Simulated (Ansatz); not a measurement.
# WC: properties at the relaxed cell

The task here is to estimate one member of a computed series from the others.

Method: DFT PBE, scalar-relativistic, plane waves, PAW, in Ansatz 0.2.0.

1 further run of the same task is left out (set aside as unsound or not needed).

## The structure to begin with

Symmetry: P-6m2, No. 187, hexagonal system. The conventional cell has a = 2.922 Å, b = 2.922 Å, c = 2.847 Å, α = 90.00°, β = 90.00°, γ = 120.00°. W (site symmetry -6m2) is surrounded by 6 C at 2.21 Å. C (site symmetry -6m2) is surrounded by 6 W at 2.21 Å.

Coordinates:

```cif
data_structure
_symmetry_space_group_name_H-M 'P 1'
_symmetry_Int_Tables_number 1
_cell_length_a 2.9217
_cell_length_b 2.9217
_cell_length_c 2.8471
_cell_angle_alpha 90.000
_cell_angle_beta 90.000
_cell_angle_gamma 120.000
_cell_volume 21.05
loop_
_atom_site_label
_atom_site_type_symbol
_atom_site_fract_x
_atom_site_fract_y
_atom_site_fract_z
_atom_site_occupancy
W1 W 0.00000 0.00000 0.00000 1
C1 C 0.66667 0.33333 0.50000 1
```

It is the result of an earlier relaxation at this level (volume 10.52 Å³/atom; gap on the mesh: none (metal)).

Set-up of the first run:

Contents of input.yaml:

```yaml
crystal:
  lattice:
    - [2.9216789054, 0.0, 0.0]
    - [-1.4608394527, 2.5302481538, 0.0]
    - [0.0, 0.0, 2.8470525973]
  atoms:
    - { symbol: W, position: [0.0, 0.0, 0.0] }
    - { symbol: C, position: [0.6666666667, 0.3333333333, 0.5] }
basis:
  ecutwfc: 420
kpoints:
  mp_grid: { grid: [18, 18, 14] }
  band_path:
    path:
      - [[0.0, 0.0, 0.0], [0.5, 0.0, 0.0], [0.33333333, 0.33333333, 0.0], [0.0, 0.0, 0.0], [0.0, 0.0, 0.5], [0.5, 0.0, 0.5], [0.33333333, 0.33333333, 0.5], [0.0, 0.0, 0.5]]
      - [[0.5, 0.0, 0.5], [0.5, 0.0, 0.0]]
      - [[0.33333333, 0.33333333, 0.5], [0.33333333, 0.33333333, 0.0]]
    npoints: 14
hamiltonian:
  xc: pbe
scf:
  occupations: { method: gaussian, width: 0.1 }
  n_extra_bands: 6
output:
  forces: true
  stress: true
  eigenvalues: true
  populations: true
  dos: { projected: true, de: 0.02, nscf_kmesh: { grid: [27, 27, 21] } }
  bader: true
  write_density: true
  write_potential: true
  elf: true
  volumetric_format: npy
```

Command:

```console
ansatz run input.yaml --threads 1 --pin off --max-ram 2560MiB --backend cpu --events-out ev --progress --plain --runs-dir out
```

Steps of the session up to this table: Bands, states and charges; The cell scaled to 0.97 of its volume; Volume × 1.03; Point at V/V0 = 0.94; Point at V/V0 = 1.06.

One table of the session follows, with a row left open; its other results are not shown here.

```
volume (Å³/atom)  energy above the lowest point (meV/atom)  pressure (GPa)
           9.892                                      50.5           27.03
          10.208                                      12.0           12.46
          10.524                                       0.0            0.03
          10.839                                         ?               ?
          11.155                                      40.8          -19.64
```

Q: Estimate the row for volume (Å³/atom) = 10.839 from the others.

Worked estimate for «energy above the lowest point (meV/atom)». A straight line through the neighbours (10.524, 0.0) and (11.155, 40.8) gives 0.0 + (40.8 − 0.0) × (10.839 − 10.524) / (11.155 − 10.524) = 20.4; a parabola fitted to 3 rows on both sides gives 9.6.

The run gave: energy above the lowest point (meV/atom): 10.7; pressure (GPa): -10.59. In «energy above the lowest point (meV/atom)» the line misses by +9.7 and the parabola by -1.1.

Limits of these values: Spin-orbit coupling is left out, which matters for the bands of W.
